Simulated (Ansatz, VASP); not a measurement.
Given: the input of a run of Ansatz 0.2.0 on P. 

input.yaml

```yaml
crystal:
  lattice:
    - [1.6477431241, -5.4650377251, 0.0]
    - [1.6477431241, 5.4650377251, 0.0]
    - [0.0, 0.0, 4.54363559]
  atoms:
    - { symbol: P, position: [0.90414313, 0.09585687, 0.58881517] }
    - { symbol: P, position: [0.09585687, 0.90414313, 0.41118483] }
    - { symbol: P, position: [0.59585687, 0.40414313, 0.08881517] }
    - { symbol: P, position: [0.40414313, 0.59585687, 0.91118483] }
hamiltonian:
  xc: pbe
  pseudopotentials: { kind: paw }
kpoints:
  mp_grid: { grid: [8, 8, 6] }
scf:
  occupations: { method: gaussian, width: 0.02 }
output:
  forces: true
  stress: true
  eigenvalues: true
  write_density: true
  write_potential: true
  elf: true
  volumetric_format: npy
```

Potentials or basis: Ansatz PAW.

Command:

```console
$ ansatz run input.yaml --threads 2 --pin off --max-ram 5632MiB --backend cpu --events-out ev --progress --plain --runs-dir out
```

What does the same run look like in VASP 6.6.1? Potentials or basis there: PBE PAW files P, release 54, 520 eV.

As run (cutoffs and basis follow the program's own potentials, and thresholds, step limits or extra output files can differ):

INCAR

```
PREC = Accurate
ENCUT = 520
EDIFF = 1E-7
ISMEAR = 0
SIGMA = 0.02
LREAL = False
LASPH = True
NELM = 100
ALGO = Fast
ISIF = 2
LWAVE = False
LCHARG = False
GGA = PE
```

The input KPOINTS:

```
regular mesh
0
Gamma
  8 8 6
```

The input POSCAR:

```
P
1.0
    1.6477431241     -5.4650377251      0.0000000000
    1.6477431241      5.4650377251      0.0000000000
    0.0000000000      0.0000000000      4.5436355900
P
4
Cartesian
    1.6477431241     -4.4173149036      2.6753615623
    1.6477431241      4.4173149036      1.8682740277
    1.6477431241     -1.0477228215      0.4035437673
    1.6477431241      1.0477228215      4.1400918227
```

Potentials or basis: VASP PAW PBE potentials, release 54 (P).

The run is started by

```console
$ cat potpaw_PBE.54/P/POTCAR > POTCAR
$ mpirun -np 1 vasp_std > vasp.out
```

Both were run:

|  | Ansatz | VASP |
| --- | --- | --- |
| Pressure | 2.0 GPa | 1.7 GPa |
| Largest force | 0.337 eV/Å | 0.287 eV/Å |

Ansatz's pressure holds a Pulay term of +0.02 GPa for its cutoff of 420 eV, which the other run lacks.

Where Ansatz's input types no cutoff or centring, it takes its own default and a Γ-centred mesh.

Pressure is positive in compression.
